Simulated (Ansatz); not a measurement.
# Li: the cost of one run

Computed with Ansatz 0.2.0 (DFT PBE, scalar-relativistic, plane waves, PAW, unless a step's input says otherwise).

3 further runs of the same task are left out: 1 that didn't finish, 2 set aside as unsound or not needed.

**1. The starting structure**

The structure is orthorhombic, space group Immm (No. 71). Conventional cell: a = 2.861 Å, b = 5.058 Å, c = 8.414 Å, α = 90.00°, β = 90.00°, γ = 90.00°. Li (site symmetry mm2) has 11 Li at 2.86 to 3.17 Å as nearest neighbours. Around Li (site symmetry mmm) lie 10 Li at 2.86 to 3.08 Å.

Coordinates:

```
Li
1.0
    -1.43073    2.52892    4.20691
     1.43073   -2.52892    4.20691
     1.43073    2.52892   -4.20691
Li
3
Direct
  0.32481 0.82481 0.50000
  0.67519 0.17519 0.50000
  0.00000 0.00000 0.00000
```

The start is the relaxed end of an invented cell (made as: 3-, 6-connected net of one element (Imm2, No. 44)), taken up again for a closer look.

**2. Probe: one point on a coarse mesh**

Contents of input.yaml:

```yaml
crystal:
  lattice:
    - [-1.430729, 2.528922, 4.2069141]
    - [1.430729, -2.528922, 4.2069141]
    - [1.430729, 2.528922, -4.2069141]
  atoms:
    - { symbol: Li, position: [0.324807, 0.824807, 0.5] }
    - { symbol: Li, position: [0.675193, 0.175193, 0.5] }
    - { symbol: Li, position: [0.0, 0.0, 0.0] }
basis:
  ecutwfc: 420
kpoints:
  mp_grid: { grid: [8, 8, 8] }
hamiltonian:
  xc: pbe
scf:
  occupations: { method: gaussian, width: 0.1 }
  lower_state_search: "off"
output:
  forces: true
  stress: true
  eigenvalues: true
```

The run is started by

```
> ansatz run input.yaml --threads 1 --pin off --max-ram 3072MiB --backend cpu --events-out ev --progress --plain --runs-dir out
```

**Question.** How long does this run take on 1 thread of Arm Neoverse N1, shared host, and how much memory does it need?

About 4.5 s, with a peak of 0.32 GiB.
